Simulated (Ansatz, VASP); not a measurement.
## LaB6: VASP beside Ansatz

File INCAR:

```
  ALGO = Normal
  EDIFF = 1E-6
  ENCUT = 520
  GGA = PS
  ISIF = 2
  ISMEAR = 0
  LASPH = True
  LCHARG = False
  LREAL = False
  LWAVE = False
  NBANDS = 24
  NELM = 60
  PREC = Accurate
  SIGMA = 0.1
```

Contents of KPOINTS:

```
k-points
0
Gamma
  4 4 4
```

POSCAR

```
LaB6
1.0
    4.1570000000      0.0000000000      0.0000000000
    0.0000000000      4.1570000000      0.0000000000
    0.0000000000      0.0000000000      4.1570000000
La B
1 6
Direct
    0.0000000000      0.0000000000      0.0000000000
    0.1975000000      0.5000000000      0.5000000000
    0.5000000000      0.1975000000      0.5000000000
    0.8025000000      0.5000000000      0.5000000000
    0.5000000000      0.8025000000      0.5000000000
    0.5000000000      0.5000000000      0.1975000000
    0.5000000000      0.5000000000      0.8025000000
```

Input for Ansatz:

```yaml
crystal:
  lattice:
    - [4.157, 0.0, 0.0]
    - [0.0, 4.157, 0.0]
    - [0.0, 0.0, 4.157]
  atoms:
    - { symbol: La, position: [0.0, 0.0, 0.0] }
    - { symbol: B, position: [0.1975, 0.5, 0.5] }
    - { symbol: B, position: [0.5, 0.1975, 0.5] }
    - { symbol: B, position: [0.8025, 0.5, 0.5] }
    - { symbol: B, position: [0.5, 0.8025, 0.5] }
    - { symbol: B, position: [0.5, 0.5, 0.1975] }
    - { symbol: B, position: [0.5, 0.5, 0.8025] }
basis:
  ecutwfc: 420
kpoints:
  mp_grid: { grid: [4, 4, 4] }
hamiltonian:
  xc: pbesol
scf:
  occupations: { method: gaussian, width: 0.1 }
output:
  forces: true
  stress: true
  eigenvalues: true
```

Alike in both runs: task single point; functional PBEsol; k mesh 4 × 4 × 4; occupations gaussian, width 0.1 eV; no spin polarisation.

|  | VASP | Ansatz |
| --- | --- | --- |
| version | VASP 6.6.1 | Ansatz 0.2.0 |
| potentials or method | VASP PAW PBE potentials, release 64 (La, B) | scalar-relativistic, plane waves, PAW |
| plane-wave cutoff (eV) | 520 | 420 |
| valence electrons in the cell | 29 | 29 |

VASP gave:

```
gap on the k mesh at the Fermi level (eV) : none
pressure (GPa)                            : -3.6
rms of the force components (eV/Å)        : 0.286
```

Task: Which values does Ansatz return?

Result: gap on the k mesh at the Fermi level (eV): none; pressure (GPa): -3.7; rms of the force components (eV/Å): 0.298.

Atom by atom the forces differ by 0.012 eV/Å (rms over components). A gap of «none» marks a metal or a gap that the smearing closes.

Caveats: the k mesh is coarse (spacing up to 0.38 Å⁻¹), so the values aren't converged; the PAW data sets were made with another functional, which shifts forces and pressure a little (VASP). Spin-orbit coupling is left out, which matters for the levels of La.
